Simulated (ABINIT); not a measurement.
## A GW chain in ABINIT: CdS (Hawleyite)

Wanted: ground state, empty states, screening and self-energy for CdS (Hawleyite).

Main program and level: ABINIT 10.8.3; LDA and many-body steps on it, plane waves.

**Experimental background.**

- Gap 2.42 eV: optical gap from inflexion point of photoacoustic spectrum, as-grown film; photoacoustic spectroscopy; film (as-grown chemical bath deposited film, about 0.25 um thick, deposited at 80 C) (“Study of the band--gap shift in CdS films: Influence of thermal annealing in different atmospheres”, 1995, arxiv:cond-mat/9501125).

## (1) Starting point

Symmetry: F-43m, No. 216, cubic system. The conventional cell has a = 5.833 Å, b = 5.833 Å, c = 5.833 Å, α = 90.00°, β = 90.00°, γ = 90.00°. Nearest to Cd lie 4 S at 2.53 Å. S has 4 Cd at 2.53 Å nearest. Farther neighbours and most contacts between anions are not listed.

The cell and positions come from the Crystallography Open Database and are kept as given unless a step says otherwise.

## (2) Ground state

This step: ABINIT 10.8.3; DFT, LDA, plane waves, norm-conserving pseudopotentials.

The ground-state density comes first.

The input, run.abi:

```
acell 3*1.0 Angstrom
rprim 
  -0.000000000000 2.916500000000 2.916500000000
  2.916500000000 -0.000000000000 2.916500000000
  2.916500000000 2.916500000000 -0.000000000000
ntypat 2
znucl 48 16
natom 2
typat 1 2
xred 
  0.000000000000 0.000000000000 0.000000000000
  0.250000000000 0.250000000000 0.250000000000
pp_dirpath "pseudos"
pseudos "Cd.upf, S.upf"
ecut 47
ngkpt 6 6 6
nshiftk 1
shiftk 0 0 0
kptopt 1
chksymbreak 0
nband 18
occopt 1
tolvrs 1e-10
nstep 60
prtwf 0
indata_prefix "in"
outdata_prefix "out"
tmpdata_prefix "tmp"
```

Command:

```
> OMP_NUM_THREADS=1 mpirun -n 4 abinit run.abi > log
```

Numbers of over 12 decimals in the logs are rounded to 6 here.

The program printed:

```text
.Version 10.8.3 of ABINIT. v10.8.2 released Aug 2026.

 Symmetries : space group F-4 3 m (#216); Bravais cF (face-center cubic)
================================================================================
 Values of the parameters that define the memory need of the present run
     intxc =       0    ionmov =       0      iscf =       7    lmnmax =       6
     lnmax =       6     mgfft =      50  mpssoang =       3    mqgrid =    3001
     natom =       2  nloc_mem =       1    nspden =       1   nspinor =       1
    nsppol =       1      nsym =      24    n1xccc =    2501    ntypat =       2
    occopt =       1   xclevel =       1
-    mband =          18        mffmem =           1         mkmem =           4
       mpw =        5188          nfft =      125000          nkpt =          16
================================================================================
  Rough estimation (10% accuracy) of disk space for files :
================================================================================

--------------------------------------------------------------------------------
------------- Echo of variables that govern the present computation ------------
--------------------------------------------------------------------------------
 -outvars: echo values of preprocessed input variables --------
            acell      1.8897261259E+00  1.8897261259E+00  1.8897261259E+00 Bohr

      chksymbreak           0
             ecut      4.70000000E+01 Hartree
-          fftalg         312

              ixc       -1012
              kpt      0.00000000E+00  0.00000000E+00  0.00000000E+00
                       1.66666667E-01  0.00000000E+00  0.00000000E+00
                       3.33333333E-01  0.00000000E+00  0.00000000E+00
                       5.00000000E-01  0.00000000E+00  0.00000000E+00
                       1.66666667E-01  1.66666667E-01  0.00000000E+00
                       3.33333333E-01  1.66666667E-01  0.00000000E+00
                       5.00000000E-01  1.66666667E-01  0.00000000E+00
                      -3.33333333E-01  1.66666667E-01  0.00000000E+00
                      -1.66666667E-01  1.66666667E-01  0.00000000E+00
   [... 5 further rows ...]
                      -3.33333333E-01  3.33333333E-01  1.66666667E-01
                      -3.33333333E-01  5.00000000E-01  1.66666667E-01
         kptrlatt        6    0    0      0    6    0      0    0    6
          kptrlen      4.67656631E+01
P           mkmem           4
            natom           2
            nband          18
            ngfft          50      50      50
             nkpt          16
            nstep          60
             nsym          24
           ntypat           2
              occ      2.000000  2.000000  2.000000  2.000000  2.000000  2.000000
                       2.000000  2.000000  2.000000  2.000000  2.000000  2.000000
                       2.000000  0.000000  0.000000  0.000000  0.000000  0.000000
            prtwf           0
            rprim     -0.0000000000E+00  2.9165000000E+00  2.9165000000E+00
[...]
spgroup         216

           tolvrs      1.00000000E-10

             xred      0.0000000000E+00  0.0000000000E+00  0.0000000000E+00
[...]
znucl       48.00000   16.00000

================================================================================

 chkinp: Checking input parameters for consistency.

================================================================================
== DATASET  1 ==================================================================
-   mpi_nproc: 4, omp_nthreads: 1 (-1 if OMP is not activated)

--- !DatasetInfo
iteration_state: {dtset: 1, }
dimensions: {natom: 2, nkpt: 16, mband: 18, nsppol: 1, nspinor: 1, nspden: 1, mpw: 5188, }
cutoff_energies: {ecut:  47.0, pawecutdg:  -1.0, }
electrons: {nelect:   2.60000000E+01, charge:   0.00000000E+00, occopt:   1.00000000E+00, tsmear:   1.00000000E-02, }

 Real(R)+Recip(G) space primitive vectors, cartesian coordinates (Bohr,Bohr^-1):
 R(1)=  0.0000000  5.5113862  5.5113862  G(1)= -0.0907213  0.0907213  0.0907213
 R(2)=  5.5113862  0.0000000  5.5113862  G(2)=  0.0907213 -0.0907213  0.0907213
 R(3)=  5.5113862  5.5113862  0.0000000  G(3)=  0.0907213  0.0907213 -0.0907213
 Unit cell volume ucvol=  3.3482088E+02 bohr^3
 Angles (23,13,12)=  6.00000000E+01  6.00000000E+01  6.00000000E+01 degrees

 getcut: wavevector=  0.0000  0.0000  0.0000  ngfft=  50  50  50
         ecut(hartree)=     47.000   => boxcut(ratio)=   2.07948

--- Pseudopotential description ------------------------------------------------
- Cd Generated using ONCVPSP code by D. R. Hamann
- 48.00000  20.00000  180309                  znucl, zion, pspdat
12 -1012 2 -1 1336                            pspcod,pspxc,lmax,lloc,mmax
     nproj     2     2     2
  pspatm : epsatm=   23.37058476
         --- l  ekb(1:nproj) -->
[...]
pspatm: atomic psp has been read  and splines computed

- S Generated using ONCVPSP code by D. R. Hamann
- 16.00000   6.00000  180309                  znucl, zion, pspdat
12 -1012 2 -1 1132                            pspcod,pspxc,lmax,lloc,mmax
     nproj     2     2     2
  pspatm : epsatm=    8.64647033
         --- l  ekb(1:nproj) -->
[...]
2   -2.858321   -0.603195
 pspatm: atomic psp has been read  and splines computed

   8.32443432E+02                                ecore*ucvol(ha*bohr**3)
--------------------------------------------------------------------------------

_setup2: Arith. and geom. avg. npw (full set) are    5151.458    5151.430

================================================================================

--- !BeginCycle
iteration_state: {dtset: 1, }
solver: {iscf: 7, nstep: 60, nline: 4, wfoptalg: 0, }
tolerances: {tolvrs: 1.00E-10, }

     iter   Etot(hartree)      deltaE(h)  residm     vres2
 ETOT  1  -182.23631040478    -1.822E+02 4.495E+00 1.387E+04
 ETOT  2  -183.81882579950    -1.583E+00 4.130E-01 2.418E+04
 ETOT  3  -186.03072573977    -2.212E+00 2.525E-01 3.518E+03
 ETOT  4  -186.25210689364    -2.214E-01 1.717E-02 1.415E+03
 ETOT  5  -186.34694050410    -9.483E-02 2.830E-03 4.134E+02
 ETOT  6  -186.37633806447    -2.940E-02 2.121E-03 1.226E+02
 ETOT  7  -186.38810242471    -1.176E-02 2.577E-04 4.871E+00
 ETOT  8  -186.38861884413    -5.164E-04 1.258E-04 8.693E-02
 ETOT  9  -186.38862779880    -8.955E-06 3.866E-05 1.396E-02
 ETOT 10  -186.38862933174    -1.533E-06 3.349E-05 2.937E-05
 ETOT 11  -186.38862933763    -5.892E-09 1.820E-05 2.086E-06
 ETOT 12  -186.38862933789    -2.525E-10 1.756E-05 8.449E-09
 ETOT 13  -186.38862933790    -1.333E-11 1.042E-05 4.203E-10
 ETOT 14  -186.38862933789     8.754E-12 9.614E-06 7.003E-11

 At SCF step   14       vres2   =  7.00E-11 < tolvrs=  1.00E-10 =>converged.

 Cartesian components of stress tensor (hartree/bohr^3)
  sigma(1 1)=  9.38767989E-05  sigma(3 2)=  0.00000000E+00
  sigma(2 2)=  9.38767989E-05  sigma(3 1)=  0.00000000E+00
  sigma(3 3)=  9.38767989E-05  sigma(2 1)=  0.00000000E+00

--- !ResultsGS
iteration_state: {dtset: 1, }
comment   : Summary of ground state results
lattice_vectors:
- [ -0.0000000,   5.5113862,   5.5113862, ]
- [  5.5113862,  -0.0000000,   5.5113862, ]
- [  5.5113862,   5.5113862,  -0.0000000, ]
lattice_lengths: [   7.79428,    7.79428,    7.79428, ]
lattice_angles: [ 60.000,  60.000,  60.000, ] # degrees, (23, 13, 12)
lattice_volume:   3.3482088E+02
convergence: {deltae:  8.754E-12, res2:  7.003E-11, residm:  9.614E-06, diffor: null, }
etotal    :  -1.86388629E+02
entropy   :   0.00000000E+00
fermie    :   1.50789187E-01
cartesian_stress_tensor: # hartree/bohr^3
- [  9.38767989E-05,   0.00000000E+00,   0.00000000E+00, ]
- [  0.00000000E+00,   9.38767989E-05,   0.00000000E+00, ]
- [  0.00000000E+00,   0.00000000E+00,   9.38767989E-05, ]
pressure_GPa:  -2.7620E+00
xred      :
- [  0.0000E+00,   0.0000E+00,   0.0000E+00, Cd]
- [  2.5000E-01,   2.5000E-01,   2.5000E-01,  S]
cartesian_forces: # hartree/bohr
- [ -0.00000000E+00,  -0.00000000E+00,  -0.00000000E+00, ]
- [ -0.00000000E+00,  -0.00000000E+00,  -0.00000000E+00, ]
force_length_stats: {min:   0.00000000E+00, max:   0.00000000E+00, mean:   0.00000000E+00, }

 Integrated electronic density in atomic spheres:
 ------------------------------------------------
 Atom  Sphere_radius  Integrated_density
    1        2.00000         17.15828508
    2        2.00000          3.90365967
================================================================================

 ----iterations are completed or convergence reached----

 Mean square residual over all n,k,spin=   36.090E-09; max=  96.144E-07
 reduced coordinates (array xred) for    2 atoms
       0.000000000000      0.000000000000      0.000000000000
       0.250000000000      0.250000000000      0.250000000000
 rms dE/dt=  0.0000E+00; max dE/dt=  0.0000E+00; dE/dt below (all hartree)
    1       0.000000000000      0.000000000000      0.000000000000
    2       0.000000000000      0.000000000000      0.000000000000

 cartesian coordinates (angstrom) at end:
    1      0.000000     0.000000     0.000000
    2      1.458250     1.458250     1.458250

 cartesian forces (hartree/bohr) at end:
    1     -0.000000    -0.000000    -0.000000
    2     -0.000000    -0.000000    -0.000000
 frms,max,avg= 0.0000000E+00 0.0000000E+00   0.000E+00  0.000E+00  0.000E+00 h/b

 cartesian forces (eV/Angstrom) at end:
    1     -0.000000    -0.000000    -0.000000
    2     -0.000000    -0.000000    -0.000000
 frms,max,avg= 0.0000000E+00 0.0000000E+00   0.000E+00  0.000E+00  0.000E+00 e/A
 length scales=  1.889726125908  1.889726125908  1.889726125908 bohr
              =  1.000000000000  1.000000000000  1.000000000000 angstroms
 prteigrs : about to open file out_EIG
 Fermi (or HOMO) energy (hartree) =   0.15079   Average Vxc (hartree)=  -0.36085
 Eigenvalues (hartree) for nkpt=  16  k points:
 kpt#   1, nband= 18, wtk=  0.00463, kpt=  0.0000  0.0000  0.0000 (reduced coord)
  -3.56599   -2.13852   -2.13852   -2.13852   -0.30383   -0.13413   -0.13413   -0.13413
  -0.11628   -0.11628    0.15079    0.15079    0.15079    0.18240    0.38360    0.38360
   0.38360    0.55736
 prteigrs : prtvol=0 or 1, do not print more k-points.

--- !EnergyTerms
iteration_state     : {dtset: 1, }
comment             : Components of total free energy in Hartree
kinetic             :  6.52184178487066E+01
hartree             :  6.50162496552078E+01
xc                  : -2.72272990040161E+01
Ewald energy        : -9.94062291781547E+01
psp_core            :  2.48623508767928E+00
local_psp           : -1.97807043644246E+02
non_local_psp       :  5.33103989693190E+00
total_energy        : -1.86388629337891E+02
total_energy_eV     : -5.07189298477234E+03
band_energy         : -2.12962455072098E+01

 Cartesian components of stress tensor (hartree/bohr^3)
  sigma(1 1)=  9.38767989E-05  sigma(3 2)=  0.00000000E+00
  sigma(2 2)=  9.38767989E-05  sigma(3 1)=  0.00000000E+00
  sigma(3 3)=  9.38767989E-05  sigma(2 1)=  0.00000000E+00

-Cartesian components of stress tensor (GPa)         [Pressure= -2.7620E+00 GPa]
- sigma(1 1)=  2.76195078E+00  sigma(3 2)=  0.00000000E+00
- sigma(2 2)=  2.76195078E+00  sigma(3 1)=  0.00000000E+00
- sigma(3 3)=  2.76195078E+00  sigma(2 1)=  0.00000000E+00

== END DATASET(S) ==============================================================
================================================================================

 -outvars: echo values of variables after computation  --------
           etotal     -1.8638862934E+02
            nband          18
             nkpt          16
          spgroup         216
 [... the other variables as echoed above ...]

 Calculation completed.
```

Elapsed: 22 s, on 4 MPI ranks of Arm Neoverse V1, shared host; peak memory 0.36 GiB.

Numbers from this step:

```yaml
total_energy: -5071.8930 eV
gap: 0.8602 eV
k_of_the_valence_top: 0, 0, 0
k_of_the_conduction_bottom: 0, 0, 0
least_direct_gap: 0.8602 eV
pressure: -2.762 GPa
```

The gap is direct, at Γ.

The cutoff was set for levels, not for stress, so the pressure can be off by some GPa.

[end of part 1 of 3]

[Paths, hosts, dates, memory and timing lines, banners, echoed tables and standing remarks are left out of the program output.]

[Logs are printed without paths, hosts, clocks, repeated set-up lines and the standing remarks that a program may print on its own settings, such as how far it seeks lower states.]

[Runs of the session that timed out or met a known fault of the program may be left out.]

[Hosts, paths, dates, database ids (printed as entryN), source tags and the programs' standing remarks are cut or masked in the printed files.]

[G0W0 gaps are taken among the corrected bands and points alone; a level outside them can change the order at an edge.]

[Where Ansatz stands beside ABINIT at settings called matched, ABINIT's density can come from a denser mesh and the files from another edition; pairs whose starting gaps differed by over 0.03 eV were left out, so agreement reads better than it is.]
